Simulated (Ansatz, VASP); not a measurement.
## CdSe: VASP beside Ansatz

Contents of INCAR:

```
  PREC = Accurate
  ENCUT = 520
  EDIFF = 1E-6
  ISMEAR = 0
  SIGMA = 0.1
  LREAL = F
  LASPH = T
  NELM = 100
  ALGO = Normal
  ISIF = 2
  LWAVE = F
  LCHARG = F
  GGA = PE
  NBANDS = 26
```

The input KPOINTS:

```
Automatic mesh
0
Gamma
  6 6 4
```

Contents of POSCAR:

```
CdSe
1.0
    4.2496422024      0.0000000000      0.0000000000
   -2.1248211012      3.6802981043      0.0000000000
    0.0000000000      0.0000000000      6.9697467036
Cd Se
2 2
Direct
    0.3333333333      0.6666666667      0.0002659641
    0.6666666667      0.3333333333      0.5002659641
    0.3333333333      0.6666666667      0.3747340359
    0.6666666667      0.3333333333      0.8747340359
```

Input for Ansatz:

```yaml
crystal:
  lattice:
    - [4.2496422024, 0.0, 0.0]
    - [-2.1248211012, 3.6802981043, 0.0]
    - [0.0, 0.0, 6.9697467036]
  atoms:
    - { symbol: Cd, position: [0.3333333333, 0.6666666667, 0.0002659641] }
    - { symbol: Cd, position: [0.6666666667, 0.3333333333, 0.5002659641] }
    - { symbol: Se, position: [0.3333333333, 0.6666666667, 0.3747340359] }
    - { symbol: Se, position: [0.6666666667, 0.3333333333, 0.8747340359] }
basis:
  ecutwfc: 420
kpoints:
  mp_grid: { grid: [6, 6, 4] }
hamiltonian:
  xc: pbe
scf:
  occupations: { method: gaussian, width: 0.1 }
output:
  forces: true
  stress: true
  eigenvalues: true
```

Alike in both runs: task single point; functional PBE; k mesh 6 × 6 × 4; occupations gaussian, width 0.1 eV; no spin polarisation.

|  | VASP | Ansatz |
| --- | --- | --- |
| version | VASP 6.6.1 | Ansatz 0.2.0 |
| potentials or method | VASP PAW PBE potentials, release 64 (Cd, Se) | scalar-relativistic, plane waves, PAW |
| plane-wave cutoff (eV) | 520 | 420 |
| valence electrons in the cell | 36 | 72 |

```tsv
	VASP	Ansatz	Ansatz less VASP
gap on the k mesh at the Fermi level (eV)	0.73	0.72	-0.001
least direct gap on the mesh (eV)	0.73	0.72	-0.001
pressure (GPa)	5.2	4.8	-0.37
largest component of the traceless stress (GPa)	0.11	0.11	+0.004
rms of the force components (eV/Å)	0.005	0.004	-0.0009
```

Atom by atom the forces differ by 0.001 eV/Å (rms over components). The two sets of potentials don't hold the same shells in valence.
